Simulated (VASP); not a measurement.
A run of VASP 6.6.1 is set up as follows.

Contents of POSCAR:

```
SnO
1.0
    0.0000000000      2.7082147176      2.5730748032
    2.7082147176      0.0000000000      2.5730748032
    2.7082147176      2.7082147176      0.0000000000
Sn O
1 1
Direct
    0.0000000000      0.0000000000      0.0000000000
    0.2500000000      0.2500000000      0.2500000000
```

The input INCAR.step1:

```
ALGO = Normal
EDIFF = 1E-4
ENCUT = 520
GGA = PE
ISMEAR = -1
LASPH = T
LCHARG = F
LREAL = F
LWAVE = T
NBANDS = 17
NELM = 80
PREC = Accurate
SIGMA = 0.02
```

Contents of INCAR.step2:

```
ALGO = Normal
EDIFF = 1E-7
ENCUT = 520
ISIF = 2
ISMEAR = -1
ISTART = 1
LASPH = T
LCHARG = F
LMIXTAU = T
LREAL = F
LWAVE = F
METAGGA = R2SCAN
NBANDS = 17
NELM = 80
PREC = Accurate
SIGMA = 0.02
```

Contents of KPOINTS:

```
k-points
0
Gamma
  8 8 8
```

Potentials or basis: VASP PAW PBE potentials, release 64 (Sn_d, O).

Launch:

```bash
$ cat potpaw_PBE.64/Sn_d/POTCAR potpaw_PBE.64/O/POTCAR > POTCAR
$ cp INCAR.step1 INCAR
$ mpirun -np 1 vasp_std > vasp.out
$ cp INCAR.step2 INCAR
$ mpirun -np 1 vasp_std > vasp.out
```

Problem. Predict the pressure.

Solution. 3.6 GPa.

Problem. Predict the band gap on the k mesh.

Solution. None (metal or under the smearing width).

Stress tensor (GPa, compression positive):
```
3.66 0.00 0.00
0.00 3.66 0.00
0.00 0.00 3.37
```

Caveat: the PAW data sets were made with another functional, which shifts forces and pressure a little.
